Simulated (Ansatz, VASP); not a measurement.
**Two plane-wave programs on SnO**

```xyz
4
Lattice="3.8053 0.0000 0.0000 0.0000 3.8053 0.0000 0.0000 0.0000 4.7534" Properties=species:S:1:pos:R:3 pbc="T T T"
Sn    0.0000    1.9026    1.1522
Sn    1.9026    0.0000    3.6012
O     1.9026    1.9026    0.0000
O     0.0000    0.0000    0.0000
```

Alike in both runs: functional PBEsol; k mesh 10 × 10 × 8; occupations gaussian, width 0.01 eV; no spin polarisation.

Ansatz relaxed the structure, and its values are those at the end. VASP's run is a single point on that final structure, the one shown.

```csv
,VASP,Ansatz
version,VASP 6.6.1,Ansatz 0.2.0
potentials or method,"VASP PAW PBE potentials, release 64 (Sn_d, O)","scalar-relativistic, plane waves, PAW"
plane-wave cutoff (eV),520,420
valence electrons in the cell,40,40
```

Ansatz gave:

```
gap on the k mesh at the Fermi level (eV) : none
pressure (GPa)                            : 0.0
rms of the force components (eV/Å)        : 0.001
```

Estimate VASP's values.

gap on the k mesh at the Fermi level (eV): none; pressure (GPa): 0.2; rms of the force components (eV/Å): 0.036.

A gap of «none» marks a metal or a gap that the smearing closes.

Caveats: the PAW data sets were made with another functional, which shifts forces and pressure a little (VASP).
